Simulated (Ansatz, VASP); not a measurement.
**One calculation of W, two programs**

The input INCAR:

```
PREC     = Accurate       # precision mode
ENCUT    = 520            # plane-wave cutoff, eV
EDIFF    = 1E-6           # SCF threshold, eV
ISMEAR   = -1             # smearing method
SIGMA    = 0.3            # smearing width, eV
LREAL    = F              # projectors in reciprocal space
LASPH    = T              # aspherical terms in the spheres
NELM     = 80             # most SCF steps
ALGO     = Normal         # electronic algorithm
ISIF     = 2              # what is computed and relaxed
LWAVE    = F              # write WAVECAR
LCHARG   = F              # write CHGCAR
GGA      = PE             # functional
NBANDS   = 13             # bands
```

The input KPOINTS:

```
regular mesh
0
Gamma
  14 14 14
```

Contents of POSCAR:

```
W
1.0
   -1.5921723362      1.5921723362      1.5921723362
    1.5921723362     -1.5921723362      1.5921723362
    1.5921723362      1.5921723362     -1.5921723362
W
1
Direct
    0.0000000000      0.0000000000      0.0000000000
```

Input for Ansatz:

```yaml
crystal:
  lattice:
    - [-1.5921723362, 1.5921723362, 1.5921723362]
    - [1.5921723362, -1.5921723362, 1.5921723362]
    - [1.5921723362, 1.5921723362, -1.5921723362]
  atoms:
    - { symbol: W, position: [0.0, 0.0, 0.0] }
hamiltonian:
  xc: pbe
  pseudopotentials:
    kind: paw
    azcp:
      W: "pseudopotentials/W.paw.azcp"
basis:
  ecutwfc: 420
  fft_grid_basis: typed
kpoints:
  mp_grid: { grid: [14, 14, 14], shift: [0, 0, 0] }
magnetization:
  spin_polarized: false
scf:
  occupations: { method: fermi_dirac, width: 0.3 }
  lower_state_search: "off"
output:
  stress: true
  write_density: true
  write_potential: true
  elf: true
  volumetric_format: npy
```

Alike in both runs: task single point; functional PBE; k mesh 14 × 14 × 14; occupations fermi-dirac, width 0.3 eV; no spin polarisation.

|  | VASP | Ansatz |
| --- | --- | --- |
| version | VASP 6.6.1 | Ansatz 0.2.0 |
| potentials or method | VASP PAW PBE potentials, release 64 (W_sv) | plane waves (420 eV) with PAW, scalar-relativistic |
| plane-wave cutoff (eV) | 520 | 420 |
| valence electrons in the cell | 14 | 14 |

```csv
,VASP,Ansatz,Ansatz less VASP
pressure (GPa),0.8,0.3,-0.50
```

The runs have no spin-orbit coupling, so splittings on W are missing.
